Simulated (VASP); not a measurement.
**A VASP 6.6.1 single-point calculation on InAs**

INCAR

```
NSW = 0
EDIFF = 0.0001
IBRION = -1
ISMEAR = -5
NBANDS = 16
PREC = Medium
LASPH = .TRUE.
LWAVE = .FALSE.
GGA = PE
NELM = 55
LREAL = .FALSE.
LCHARG = .FALSE.
ISIF = 2
SIGMA = 0.3
ENCUT = 520
```

KPOINTS

```
KPOINTS created by Atomic Simulation Environment
0
Gamma
8 8 8
0 0 0
```

POSCAR

```
In As
 1.0000000000000000
     0.0000000000000000    3.0545904682624379    3.0545904682624379
     3.0545904682624379    0.0000000000000000    3.0545904682624379
     3.0545904682624379    3.0545904682624379    0.0000000000000000
 In  As
   1   1
Cartesian
  0.0000000000000000  0.0000000000000000 -0.0000000000000000
  1.5272952341312187  1.5272952341312187  1.5272952341312187
```

The recommended PBE PAW datasets give the neutral cell 18 valence electrons.

Command

```
mpirun -np 1 vasp_std
```

OSZICAR

```
N       E                     dE             d eps       ncg     rms          rms(c)
DAV:   1     0.110924484272E+03    0.11092E+03   -0.82032E+03   944   0.122E+03
DAV:   2    -0.674191465271E+00   -0.11160E+03   -0.10719E+03  1000   0.296E+02
DAV:   3    -0.777436797264E+01   -0.71002E+01   -0.70674E+01  1184   0.728E+01
DAV:   4    -0.795940780460E+01   -0.18504E+00   -0.18497E+00  1136   0.131E+01
DAV:   5    -0.796857746693E+01   -0.91697E-02   -0.91695E-02  1384   0.254E+00    0.432E+00
DAV:   6    -0.772311087028E+01    0.24547E+00   -0.36894E-01  1448   0.988E+00    0.240E+00
DAV:   7    -0.770038398287E+01    0.22727E-01   -0.11214E-01  1280   0.289E+00    0.713E-01
DAV:   8    -0.770157054511E+01   -0.11866E-02   -0.12858E-02  1176   0.129E+00    0.175E-01
DAV:   9    -0.770218200984E+01   -0.61146E-03   -0.97541E-04  1160   0.282E-01    0.102E-01
DAV:  10    -0.770234193385E+01   -0.15992E-03   -0.18121E-04  1104   0.183E-01    0.552E-02
DAV:  11    -0.770239057868E+01   -0.48645E-04   -0.10866E-04   984   0.116E-01
   1 F= -.77023906E+01 E0= -.77023906E+01  d E =0.000000E+00
```

Standard output (part)

```
POSCAR found type information on POSCAR InAs
 POSCAR found :  2 types and       2 ions
 LDA part: xc-table for (Slater+PW92), standard interpolation
 POSCAR, INCAR and KPOINTS ok, starting setup
 WAVECAR not read
 entering main loop
```

From OUTCAR

```
k-points           NKPTS =     29   k-points in BZ     NKDIM =     29   number of bands    NBANDS=     16

   NELECT =      18.0000    total number of electrons

   dimension x,y,z NGX =    24 NGY =   24 NGZ =   24
   dimension x,y,z NGXF=    30 NGYF=   30 NGZF=   30

  energy-cutoff  :      520.00
  volume of cell :       57.00
      direct lattice vectors                 reciprocal lattice vectors
     0.000000000  3.054590468  3.054590468    -0.163688064  0.163688064  0.163688064
     3.054590468  0.000000000  3.054590468     0.163688064 -0.163688064  0.163688064
     3.054590468  3.054590468  0.000000000     0.163688064  0.163688064 -0.163688064

 k-points in reciprocal lattice and weights: KPOINTS created by Atomic Simulation Env
   0.00000000  0.00000000  0.00000000       0.002
   0.12500000  0.00000000  0.00000000       0.016
   0.25000000  0.00000000  0.00000000       0.016
   0.37500000  0.00000000  0.00000000       0.016
   0.50000000  0.00000000  0.00000000       0.008
   0.12500000  0.12500000  0.00000000       0.012
   0.25000000  0.12500000  0.00000000       0.047
   0.37500000  0.12500000  0.00000000       0.047
   ...

 E-fermi :   4.2037

 k-point     1 :       0.0000    0.0000    0.0000
  band No.  band energies     occupation
      1     -10.1284      2.00000
      2     -10.1283      2.00000
      3     -10.1283      2.00000
      4     -10.0146      2.00000
      5     -10.0146      2.00000
      6      -7.4654      2.00000
      7       3.8504      2.00000
      8       4.2016      2.00000
      9       4.2016      2.00000
     10       4.2016      0.00001
     11       8.0960      0.00000
     12       8.0960      0.00000
     13       8.0961      0.00000
     14      11.6081      0.00000
     15      13.8039      0.00000
     16      13.8039      0.00000

 k-point     2 :       0.1250    0.0000    0.0000
  band No.  band energies     occupation
      1     -10.1458      2.00000
      2     -10.1232      2.00000
      3     -10.1231      2.00000
      4     -10.0147      2.00000
      5     -10.0147      2.00000
      6      -7.3129      2.00000
      7       2.2971      2.00000
      8       4.0193      2.00000
      9       4.0194      2.00000
     10       5.2088     -0.00000
     11       8.2261      0.00000
     12       8.3651      0.00000
     13       8.3652      0.00000
     14      12.4279      0.00000
     15      12.9628      0.00000
     16      12.9628      0.00000

 k-point     3 :       0.2500    0.0000    0.0000
  band No.  band energies     occupation
      1     -10.1855      2.00000
      2     -10.1119      2.00000
      3     -10.1118      2.00000
      4     -10.0135      2.00000
      5     -10.0134      2.00000
      6      -6.8960      2.00000
      7       0.5592      2.00000
      8       3.6581      2.00000
      9       3.6581      2.00000
     10       5.3714      0.00000
     11       8.7890      0.00000
     12       8.7891      0.00000
     13       9.2688      0.00000
     14      12.5229      0.00000
     15      12.7214      0.00000
     16      12.7214      0.00000

 ...

  Total        0.7346991      0.7346991      0.7346991      0.0000000     -0.0000000     -0.0000000
  in kB       20.6505266     20.6505266     20.6505266      0.0000000     -0.0000000     -0.0000000
  external PRESSURE =      20.6505266 kB  Pullay stress =       0.0000000 kB

 POSITION                                       TOTAL-FORCE (eV/Angst)
 -----------------------------------------------------------------------------------
      0.00000      0.00000      0.00000         0.000000      0.000000      0.000000
      1.52730      1.52730      1.52730        -0.000000     -0.000000     -0.000000
 -----------------------------------------------------------------------------------
    total drift:                               -0.000010     -0.000010     -0.000017

  FREE ENERGIE OF THE ION-ELECTRON SYSTEM (eV)
  ---------------------------------------------------
  free  energy   TOTEN  =        -7.7023905787 eV

  energy  without entropy=       -7.7023905787  energy(sigma->0) =       -7.70239058
```

It converged. Results: gap between bands v and c on the k mesh 0.00 eV; least direct gap on the k mesh 0.00 eV; pressure 2.1 GPa. Band v is the last that the valence electrons fill when counted band by band, and c is the next.

For comparison, a separate PBE run of the intended cell, on usual settings and not on those above, gives a gap of 0.00 eV on its mesh and a pressure of 2.1 GPa.

The run above took about 6.4 s on one core of a shared host (Intel Xeon Platinum 8488C) and held 0.13 GiB at most.
